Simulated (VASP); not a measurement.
Wanted: the native input for a VASP 6.6.1 run.

* Task: single point
* Functional: PBEsol
* Potentials or basis: VASP PAW PBE potentials, release 64 (Ti_sv, B)
* Cutoff: 520 eV
* k mesh: 20 × 20 × 20
* Occupations: gaussian, width 0.15 eV
* Spin: no spin polarisation
* Dipole correction: no
* Further INCAR settings: ALGO = Fast; EDIFF = 1e-06; NBANDS = 14

The structure of TiB lies in POSCAR:

```
TiB
1.0
    0.0000000000      1.9959500000      2.2060500000
    1.9959500000      0.0000000000      2.2060500000
    1.9959500000      1.9959500000      0.0000000000
Ti B
1 1
Direct
    0.7500000000      0.7500000000      0.7500000000
    0.0000000000      0.0000000000      0.0000000000
```

The cell isn't the ideal one: strain -0.050 along x and y, +0.050 along z, atoms carried along.

The input as run:

INCAR

```
ALGO = Fast
EDIFF = 1E-6
ENCUT = 520
GGA = PS
ISIF = 2
ISMEAR = 0
LASPH = True
LCHARG = False
LREAL = False
LWAVE = False
NBANDS = 14
NELM = 100
PREC = Accurate
SIGMA = 0.15
```

KPOINTS

```
k-points
0
Gamma
  20 20 20
```

Potentials or basis: VASP PAW PBE potentials, release 64 (Ti_sv, B).

The run is started by

```bash
$ cat potpaw_PBE.64/Ti_sv/POTCAR potpaw_PBE.64/B/POTCAR > POTCAR
$ mpirun -np 1 vasp_std > vasp.out
```

Results of the run:

| Quantity | Value |
| --- | --- |
| Pressure | 135.4 GPa |
| Band gap on the k mesh | none (metal or under the smearing width) |

Caveat: the cell as given lies far from equilibrium; so large a pressure means that the cell lies far from this level's equilibrium, or that cutoff or potentials fall short; the potentials were made for another functional, which shifts forces and pressure.

Run time: 3.2 min on 1 thread of Intel(R) Xeon(R) Platinum 8375C CPU @ 2.90GHz (Ice Lake) (shared host), peak memory 0.28 GiB.
